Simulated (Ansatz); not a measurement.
# Si2Mo: a sublattice displacement scan

This session takes Si2Mo and sets out to measure how stiffly every Si atom is held.

Method: DFT r2SCAN, scalar-relativistic, plane waves, PAW, in Ansatz 0.2.0.

1 further run of the same task is left out (set aside as unsound or not needed). Runs told in other sessions of the task aren't counted.

## 1. Starting point

The structure is hexagonal, space group P6_222 (No. 180). The conventional cell has a = 4.584 Å, b = 4.584 Å, c = 6.577 Å, α = 90.00°, β = 90.00°, γ = 120.00°. Around Si (site symmetry 2) lie 5 Si at 2.55 to 2.67 Å and 5 Mo at 2.57 to 2.67 Å. Mo (site symmetry 222) is surrounded by 10 Si at 2.57 to 2.67 Å.

Coordinates:

```
Si Mo
1.0
     4.58398    0.00000    0.00000
    -2.29199    3.96984    0.00000
     0.00000    0.00000    6.57684
Si Mo
6 3
Cartesian
  -1.1653 3.3193 5.4807
  1.1267 0.6505 1.0961
  2.2920 2.6688 3.2884
  3.4573 0.6505 5.4807
  1.1653 3.3193 1.0961
  0.0000 1.3010 3.2884
  2.2920 0.0000 3.2884
  -1.1460 1.9849 1.0961
  1.1460 1.9849 5.4807
```

It goes back to an entry of the Materials Project, which need not be the stable form.

This cell was relaxed beforehand with the same method: volume 13.30 Å³/atom, gap on the mesh 0.16 eV.

## 2. The reference cell

Reference values: F = -18741.1595 eV; pressure 0.00 GPa; largest force 0.000 eV/Å; gap on the mesh 0.16 eV. It was computed beforehand with the settings of the runs below.

## 3. Next: a sublattice displacement scan

Every Si atom is moved by x along the Cartesian unit vector (0.000, 0.000, 1.000); the cell and all other atoms stay fixed. Forces below are components along that vector, summed over the moved atoms.

## 4. At x = -0.500 Å

input.yaml reads:

```yaml
crystal:
  lattice:
    - [4.5839769341, 0.0, 0.0]
    - [-2.2919884671, 3.9698404753, 0.0]
    - [0.0, 0.0, 6.5768413691]
  atoms:
    - { symbol: Si, position: [0.163860372, 0.836139628, 0.757308997] }
    - { symbol: Si, position: [0.327720744, 0.163860372, 0.0906423304] }
    - { symbol: Si, position: [0.836139628, 0.672279256, 0.4239756637] }
    - { symbol: Si, position: [0.836139628, 0.163860372, 0.757308997] }
    - { symbol: Si, position: [0.672279256, 0.836139628, 0.0906423304] }
    - { symbol: Si, position: [0.163860372, 0.327720744, 0.4239756637] }
    - { symbol: Mo, position: [0.5, 0.0, 0.5] }
    - { symbol: Mo, position: [0.0, 0.5, 0.1666666667] }
    - { symbol: Mo, position: [0.5, 0.5, 0.8333333333] }
basis:
  ecutwfc: 500
kpoints:
  mp_grid: { grid: [12, 12, 6] }
hamiltonian:
  xc: r2scan
scf:
  occupations: { method: gaussian, width: 0.03 }
output:
  forces: true
  stress: true
  eigenvalues: true
```

Run with:

```sh
$ ansatz run input.yaml --threads 2 --pin off --max-ram 5120MiB --backend cpu --events-out ev --progress --plain --runs-dir out
```

What it wrote, cut to the lines that bear on the results:

```text
Warning: RAYON_NUM_THREADS=2 ignored (pool sized by the plan → 2); use --threads N
[...]
Pseudopotentials: kind: paw
Pseudopotential: Si, paw, valence charge 4, recommended cutoff 500 eV (meta_gga), Si.paw.azcp
Pseudopotential: Mo, paw, valence charge 14, recommended cutoff 500 eV (meta_gga), Mo.paw.azcp
Functional definition: r2SCAN
[...]
Crystal: 9 atoms, lattice volume = 119.683 Å³
Basis set: ecut = 500 eV, 3101 PW (Γ), exchange–correlation on 144×144×192 points (64 copies of the dense FFT grid, shifted against one another)
Bands: 42, of which v1, the nominal top of the filled ones, is band 33 counted from 1 (32 counted from 0)
Symmetry: 6 space group operations
Space group: P62 (ITA 171), of the structure as read, at distance tolerance 4.9e-5 Å
k-points: 104 of 864 (time reversal used)
[...]
SCF iter   1: F=—  HF=-18735.313305 eV  |F-HF|=—  |Δ(HF+E_count)|=         —  Δρ=1.15e-2  dr2=1.09e-1  dr2_τ=1.73e-1  ethr=1.77e-3  ⟨swp⟩=7.2  Hψ=19526  notcnv=0  defer=17
[...]
SCF iter   7: F=-18735.440325 eV  HF=-18735.440325 eV  |F-HF|=1.25e-8  |Δ(HF+E_count)|=   3.07e-7  Δρ=3.38e-6  dr2=8.84e-9  dr2_τ=3.73e-10  ethr=1.52e-10  ⟨swp⟩=8.2  Hψ=18100  notcnv=0
[...]
SCF converged after 7 iterations
Free energy (F): -18735.440325 eV
[...]
E sigma→0 (E₀):  -18735.440325 eV
Fermi energy:    16.644501 eV
[...]
--- Forces (eV/Å), atoms counted from 1 ---
  atom   1  Si    -2.22436067    -1.66721142     4.52055054
  atom   2  Si     0.33166711    -2.75995856     4.52055054
  atom   3  Si    -2.55602778     1.09274713     4.52055054
  atom   4  Si     2.22436067     1.66721142     4.52055054
  atom   5  Si    -0.33166711     2.75995856     4.52055054
  atom   6  Si     2.55602778    -1.09274713     4.52055054
  atom   7  Mo     0.00000000     0.00000000    -9.04110114
  atom   8  Mo     0.00000000    -0.00000000    -9.04110114
[...]
--- Stress (GPa, compression-positive) ---
       10.173847      -0.000000       0.000000
        0.000000      10.173847       0.000000
        0.000000      -0.000000      45.963695
  P = ⅓ Tr σ = 22.1038 GPa (221.038 kbar)
--- Band table (eV; the first three rows and the last of 104) ---
[...]
```

Wall time 86 s (2 threads of Intel Xeon at 2.50GHz (Skylake/Cascade Lake), shared host); peak memory 0.92 GiB.

## 5. Point x = 0.375 Å

input.yaml reads:

```yaml
crystal:
  lattice:
    - [4.5839769341, 0.0, 0.0]
    - [-2.2919884671, 3.9698404753, 0.0]
    - [0.0, 0.0, 6.5768413691]
  atoms:
    - { symbol: Si, position: [0.163860372, 0.836139628, 0.8903515856] }
    - { symbol: Si, position: [0.327720744, 0.163860372, 0.2236849189] }
    - { symbol: Si, position: [0.836139628, 0.672279256, 0.5570182522] }
    - { symbol: Si, position: [0.836139628, 0.163860372, 0.8903515856] }
    - { symbol: Si, position: [0.672279256, 0.836139628, 0.2236849189] }
    - { symbol: Si, position: [0.163860372, 0.327720744, 0.5570182522] }
    - { symbol: Mo, position: [0.5, 0.0, 0.5] }
    - { symbol: Mo, position: [0.0, 0.5, 0.1666666667] }
    - { symbol: Mo, position: [0.5, 0.5, 0.8333333333] }
basis:
  ecutwfc: 500
kpoints:
  mp_grid: { grid: [12, 12, 6] }
hamiltonian:
  xc: r2scan
scf:
  occupations: { method: gaussian, width: 0.03 }
output:
  forces: true
  stress: true
  eigenvalues: true
```

Run with:

```sh
$ ansatz run input.yaml --threads 2 --pin off --max-ram 5120MiB --backend cpu --events-out ev --progress --plain --runs-dir out
```

What it wrote, cut to the lines that bear on the results:

```text
Warning: RAYON_NUM_THREADS=2 ignored (pool sized by the plan → 2); use --threads N
[...]
Pseudopotentials: kind: paw
Pseudopotential: Si, paw, valence charge 4, recommended cutoff 500 eV (meta_gga), Si.paw.azcp
Pseudopotential: Mo, paw, valence charge 14, recommended cutoff 500 eV (meta_gga), Mo.paw.azcp
Functional definition: r2SCAN
[...]
Crystal: 9 atoms, lattice volume = 119.683 Å³
Basis set: ecut = 500 eV, 3101 PW (Γ), exchange–correlation on 144×144×192 points (64 copies of the dense FFT grid, shifted against one another)
Bands: 42, of which v1, the nominal top of the filled ones, is band 33 counted from 1 (32 counted from 0)
Symmetry: 6 space group operations
Space group: P62 (ITA 171), of the structure as read, at distance tolerance 4.9e-5 Å
k-points: 104 of 864 (time reversal used)
[...]
SCF converged after 7 iterations
Free energy (F): -18738.210265 eV
[...]
E sigma→0 (E₀):  -18738.210265 eV
Fermi energy:    16.705372 eV
[...]
--- Forces (eV/Å), atoms counted from 1 ---
  atom   1  Si     0.27856408     1.59136150    -2.93547495
  atom   2  Si    -1.23887744     1.03692431    -2.93547495
  atom   3  Si     1.51744152     0.55443718    -2.93547495
  atom   4  Si    -0.27856408    -1.59136150    -2.93547495
  atom   5  Si     1.23887744    -1.03692431    -2.93547495
  atom   6  Si    -1.51744152    -0.55443718    -2.93547495
  atom   7  Mo     0.00000000     0.00000000     5.87096026
  atom   8  Mo     0.00000000     0.00000000     5.87096026
[...]
--- Stress (GPa, compression-positive) ---
        4.874528       0.000000       0.000000
       -0.000000       4.874528       0.000000
       -0.000000       0.000000      26.756415
  P = ⅓ Tr σ = 12.1685 GPa (121.685 kbar)
--- Band table (eV; the first three rows and the last of 104) ---
[...]
```

Wall time 86 s (2 threads of Intel Xeon at 2.50GHz (Skylake/Cascade Lake), shared host); peak memory 0.91 GiB.

## 6. Point x = -0.250 Å

input.yaml reads:

```yaml
crystal:
  lattice:
    - [4.5839769341, 0.0, 0.0]
    - [-2.2919884671, 3.9698404753, 0.0]
    - [0.0, 0.0, 6.5768413691]
  atoms:
    - { symbol: Si, position: [0.163860372, 0.836139628, 0.7953211652] }
    - { symbol: Si, position: [0.327720744, 0.163860372, 0.1286544985] }
    - { symbol: Si, position: [0.836139628, 0.672279256, 0.4619878319] }
    - { symbol: Si, position: [0.836139628, 0.163860372, 0.7953211652] }
    - { symbol: Si, position: [0.672279256, 0.836139628, 0.1286544985] }
    - { symbol: Si, position: [0.163860372, 0.327720744, 0.4619878319] }
    - { symbol: Mo, position: [0.5, 0.0, 0.5] }
    - { symbol: Mo, position: [0.0, 0.5, 0.1666666667] }
    - { symbol: Mo, position: [0.5, 0.5, 0.8333333333] }
basis:
  ecutwfc: 500
kpoints:
  mp_grid: { grid: [12, 12, 6] }
hamiltonian:
  xc: r2scan
scf:
  occupations: { method: gaussian, width: 0.03 }
output:
  forces: true
  stress: true
  eigenvalues: true
```

Run with:

```sh
$ ansatz run input.yaml --threads 2 --pin off --max-ram 5120MiB --backend cpu --events-out ev --progress --plain --runs-dir out
```

What it wrote, cut to the lines that bear on the results:

```text
Warning: RAYON_NUM_THREADS=2 ignored (pool sized by the plan → 2); use --threads N
[...]
Pseudopotentials: kind: paw
Pseudopotential: Si, paw, valence charge 4, recommended cutoff 500 eV (meta_gga), Si.paw.azcp
Pseudopotential: Mo, paw, valence charge 14, recommended cutoff 500 eV (meta_gga), Mo.paw.azcp
Functional definition: r2SCAN
[...]
Crystal: 9 atoms, lattice volume = 119.683 Å³
Basis set: ecut = 500 eV, 3101 PW (Γ), exchange–correlation on 144×144×192 points (64 copies of the dense FFT grid, shifted against one another)
Bands: 42, of which v1, the nominal top of the filled ones, is band 33 counted from 1 (32 counted from 0)
Symmetry: 6 space group operations
Space group: P62 (ITA 171), of the structure as read, at distance tolerance 4.9e-5 Å
k-points: 104 of 864 (time reversal used)
[...]
SCF converged after 7 iterations
Free energy (F): -18739.937694 eV
[...]
E sigma→0 (E₀):  -18739.937694 eV
Fermi energy:    16.735797 eV
[...]
--- Forces (eV/Å), atoms counted from 1 ---
  atom   1  Si    -0.60814941    -0.60068684     1.72595699
  atom   2  Si     0.21613536    -0.82701626     1.72595699
  atom   3  Si    -0.82428477     0.22632942     1.72595699
  atom   4  Si     0.60814941     0.60068684     1.72595699
  atom   5  Si    -0.21613536     0.82701626     1.72595699
  atom   6  Si     0.82428477    -0.22632942     1.72595699
  atom   7  Mo    -0.00000000     0.00000000    -3.45192989
  atom   8  Mo    -0.00000000     0.00000000    -3.45192989
[...]
--- Stress (GPa, compression-positive) ---
        1.892012      -0.000000       0.000000
        0.000000       1.892012       0.000000
       -0.000000      -0.000000      12.181010
  P = ⅓ Tr σ = 5.3217 GPa (53.217 kbar)
--- Band table (eV; the first three rows and the last of 104) ---
[...]
```

Run time: 88 s. Hardware: 2 threads of Intel Xeon at 2.50GHz (Skylake/Cascade Lake), shared host; peak memory 0.91 GiB.

## 7. All points together

The scan, with free energies counted from the undisturbed cell:

```
 x (Å)  ΔE (meV/cell)  force on the moved atoms (eV/Å)  pressure (GPa)  gap on the mesh (eV)
-0.500         5719.2                           27.124            22.1                  0.42
-0.250         1221.8                           10.356             5.3                  0.25
 0.000            0.0                            0.000             0.0                  0.16
 0.375         2949.2                          -17.613            12.2                  0.34
```

## 8. What came out

```
                                                        quantity                                       value
force constant along x, from the points at -0.250, 0 and 0.375 Å  43.64 eV/Å² for the 6 moved atoms together
```

**Reading.** Near the site the force constant is 43.64 eV/Å² for the 6 atoms together, 7.27 on average. The step of 0.38 Å is wide, so anharmonic terms mix in. No sampled point lies below the undisturbed cell. The gap on the mesh stays between 0.16 and 0.42 eV.
